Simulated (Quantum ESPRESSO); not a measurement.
**MnO2 under changes of volume**

One of the cells (12.025 Å³/atom); the others are scaled copies at fixed shape and fractional positions:

```xyz
6
Lattice="2.8550 0.0000 0.0000 -1.4275 2.4725 0.0000 0.0000 0.0000 10.2217" Properties=species:S:1:pos:R:3 pbc="T T T"
Mn    0.0000    0.0000    5.1109
Mn    0.0000    0.0000    0.0000
O     1.4275    0.8242    4.1588
O     1.4275    0.8242    0.9521
O     0.0000    1.6483    6.0630
O     0.0000    1.6483    9.2697
```

Measurements of this composition are mostly on another form, of space group No. 136.

| Property | Result |
| --- | --- |
| Program | Quantum ESPRESSO 7.5 |
| Functional | PBEsol |
| Potentials or basis | GBRV 1.5 PBEsol |
| Cutoff | 612 eV |
| Density cutoff | 4898 eV |
| k mesh | 11 × 11 × 3 |
| Occupations | fermi-dirac, width 0.05 eV |
| Spin | collinear spin, ferromagnetic start |
| Starting moments | [4.0, 4.0, 0.0, 0.0, 0.0, 0.0] μB |

| volume (Å³/atom) | energy over the lowest point (meV/atom) | pressure (GPa) | gap on the mesh (eV) |
| --- | --- | --- | --- |
| 11.304 | ? | ? | ? |
| 11.544 | 6.62 | 6.1 | 0.65 |
| 11.785 | 0.33 | 2.0 | 0.73 |
| 12.025 | 0.00 | -1.7 | 0.81 |
| 12.266 | 5.04 | -5.1 | 0.88 |
| 12.507 | 14.76 | -8.0 | 0.95 |
| 12.747 | 28.72 | -10.7 | 1.01 |

Task: What does the run at 11.304 Å³/atom give?

Result: Energy over the lowest point 19.47 meV/atom; pressure 10.8 GPa; gap on the mesh 0.57 eV.

Worked out: A Birch-Murnaghan fit of order 3 (a polynomial in V^(-2/3)) to the other rows has its minimum at 11.92 Å³/atom with B0 = V·E''(V) = 184 GPa and B' = 4.7 at fixed shape and positions, which overstates the stiffness. It gives 19.55 meV/atom at 11.304 Å³/atom, against the run's 19.47, and -dE/dV = 11.0 GPa, against 10.8. A straight line through the other rows of the gap, of slope 3.65 eV per unit of ln V, extrapolates to 0.58 eV, against the run's 0.57.

Energies are extrapolated to zero smearing.

Caveats: an odd mesh through Γ misses points on the zone boundary, where band edges often lie; only a ferromagnetic start was run, and an antiferromagnetic order may lie lower in energy.
